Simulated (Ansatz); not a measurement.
Crystal: KCl (Sylvite).

```
CELL_PARAMETERS angstrom
0.00000 3.14647 3.14647
3.14647 0.00000 3.14647
3.14647 3.14647 0.00000
ATOMIC_POSITIONS crystal
K 0.00000 0.00000 0.00000
Cl 0.50000 0.50000 0.50000
```

Base run:

```yaml
Program: Ansatz 0.2.0
Functional: HSE06
Potentials_or_basis: Ansatz PAW
Cutoff: "420 eV (not typed: the program's choice for these potentials)"
k_mesh: 6 × 6 × 6
Occupations: fermi-dirac, width 0.05 eV
Spin: no spin polarisation
```

Its results: band gap on the k mesh 6.50 eV, direct; pressure 0.5 GPa.

Q: The run is repeated on the same cell with these changes: functional from HSE06 to PBE0. What comes out?

A: Band gap on the k mesh 7.24 eV, direct; pressure 0.4 GPa.

Caveats: the PAW data sets come from PBE, with cores solved anew for the run's functional, which leaves a small shift of forces and pressure; the thresholds are loose for stress.
